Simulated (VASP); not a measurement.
Ag:

```
CELL_PARAMETERS angstrom
0.00000 2.04275 2.04275
2.04275 0.00000 2.04275
2.04275 2.04275 0.00000
ATOMIC_POSITIONS crystal
Ag 0.00000 0.00000 0.00000
```

Base run:

- Program: VASP 6.6.1
- Functional: PBE
- Potentials or basis: VASP PAW PBE potentials, release 64 (Ag)
- Cutoff: 500 eV
- k mesh: 11 × 11 × 11
- Occupations: fermi-dirac, width 0.05 eV
- Spin: no spin polarisation

Its results: pressure 4.4 GPa.

Q: The run is repeated on the same cell with these changes: functional from PBE to SCAN; cutoff from 500 eV to 520 eV; further incar settings from ALGO = Fast; EDIFF = 1e-06; NBANDS = 12 to ALGO = Normal; EDIFF = 1e-07; NBANDS = 12. What comes out?

A: Pressure -0.6 GPa.

Caveats: the PAW data sets were made with another functional, which shifts forces and pressure a little (some runs).

Not every run made on this cell is shown here.
